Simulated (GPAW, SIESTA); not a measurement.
This is a calculation of Bi2Te2Se for SIESTA 5.4.2. Atoms were shifted at random by some hundredths of an Å from the given cell, which wasn't relaxed again for these runs. The cell is a database's computed one, not the measured one.

Bi2Te2Se.fdf

```
SystemName                      Bi2Te2Se
SystemLabel                     Bi2Te2Se
NumberOfSpecies                 3
NumberOfAtoms                   5
%block ChemicalSpeciesLabel
  1  83 Bi
  2  52 Te
  3  34 Se
%endblock ChemicalSpeciesLabel

LatticeConstant                 1.0 Ang
%block LatticeVectors
     2.1609687617     1.2476358963    10.5855712543
    -2.1609687617     1.2476358963    10.5855712543
     0.0000000000    -2.4952717926    10.5855712543
%endblock LatticeVectors
AtomicCoordinatesFormat         Fractional
%block AtomicCoordinatesAndAtomicSpecies
     0.3989950000     0.3906490000     0.3855170000  1  Bi
     0.6145010000     0.6072130000     0.5992070000  1  Bi
     0.7805280000     0.7769870000     0.7855530000  2  Te
     0.2121070000     0.2236630000     0.2210960000  2  Te
    -0.0053750000    -0.0001770000     0.0080720000  3  Se
%endblock AtomicCoordinatesAndAtomicSpecies

%block kgrid.MonkhorstPack
    7   0   0  0.0
    0   7   0  0.0
    0   0   7  0.0
%endblock kgrid.MonkhorstPack
XC.Functional                   GGA
XC.Authors                      PBEsol
PAO.BasisSize                   DZP
PAO.EnergyShift                 0.003 Ry
Mesh.Cutoff                     500 Ry
OccupationFunction              FD
ElectronicTemperature           0.05 eV
MaxSCFIterations                120
SCF.MustConverge                false
SCF.Mixer.Method                Pulay
SCF.Mixer.Weight                0.25
SCF.Mixer.History               8
SCF.DM.Tolerance                5.0e-05
SCF.H.Tolerance                 1.0e-03 eV
WriteForces                     true
Charge.Mulliken                 end
%block PAO.Basis
  Bi 4
  n=6 0 2
    5.772 0.000
  n=6 1 2
    8.065 0.000
  n=5 2 2
    3.889 0.000
  n=6 2 1
    8.065
  Te 4
  n=5 0 2
    5.613 0.000
  n=5 1 2
    7.253 0.000
  n=4 2 2
    3.260 0.000
  n=5 2 1
    7.253
  Se 4
  n=4 0 2
    5.129 0.000
  n=4 1 2
    6.708 0.000
  n=3 2 2
    2.662 0.000
  n=4 2 1
    6.708
%endblock PAO.Basis
```

Potentials or basis: PseudoDojo 0.4 standard (PBEsol files), converted to PSML, two zetas on semicore shells, DZP (energy shift 0.003 Ry; two zetas on semicore shells).

The run is started by

```bash
$ siesta < Bi2Te2Se.fdf > Bi2Te2Se.out 2>&1
```

Translate it to GPAW 26.7.0 (ASE script). Potentials or basis there: PAW data sets generated for this functional, cutoff 600 eV.

As run (cutoffs and basis follow the program's own potentials, and thresholds, step limits or extra output files can differ):

File run.py:

```python
from ase import Atoms
from ase.dft.bandgap import bandgap
from ase.io import write
from ase.units import GPa
from ase.parallel import parprint
from gpaw import GPAW, PW, setup_paths

setup_paths.insert(0, '.')

atoms = Atoms(['Bi', 'Bi', 'Te', 'Te', 'Se'],
              cell=[[2.1609687617, 1.2476358963, 10.5855712543],
                    [-2.1609687617, 1.2476358963, 10.5855712543],
                    [0.0, -2.4952717926, 10.5855712543]],
              scaled_positions=[[0.398995, 0.390649, 0.385517],
                                [0.614501, 0.607213, 0.599207],
                                [0.780528, 0.776987, 0.785553],
                                [0.212107, 0.223663, 0.221096],
                                [-0.005375, -0.000177, 0.008072]],
              pbc=True)

calc = GPAW(mode=PW(600),
            xc='PBEsol',
            kpts={'size': (7, 7, 7), 'gamma': True},
            occupations={'name': 'fermi-dirac', 'width': 0.05},
            nbands=39,
            convergence={'density': 1e-05, 'energy': 1e-05},
            maxiter=150,
            txt='gpaw.txt')
atoms.calc = calc
energy = atoms.get_potential_energy()
forces = atoms.get_forces()
stress = atoms.get_stress()
calc.write('gs.gpw')
write('result.traj', atoms)
parprint(f'Energy: {energy:.6f} eV')
parprint('Forces (eV/A):')
parprint(forces.round(4))
parprint('Stress (GPa):', (stress / GPa).round(3))
parprint('Fermi level:', round(calc.get_fermi_level(), 4), 'eV')
parprint(f'Gap: {bandgap(calc)[0]:.4f} eV, direct: {bandgap(calc, direct=True)[0]:.4f} eV')
```

Potentials or basis: PAW data sets generated in the run's folder for this functional, pw.

Run with:

```console
$ gpaw-setup -f PBEsol Bi Se Te
$ OMP_NUM_THREADS=1 mpirun -n 4 gpaw python run.py
```

Both were run:

|  | SIESTA | GPAW |
| --- | --- | --- |
| Pressure | -0.6 GPa | -1.7 GPa |

The potentials hold 78 and 48 valence electrons a cell.

Pressure is positive in compression.
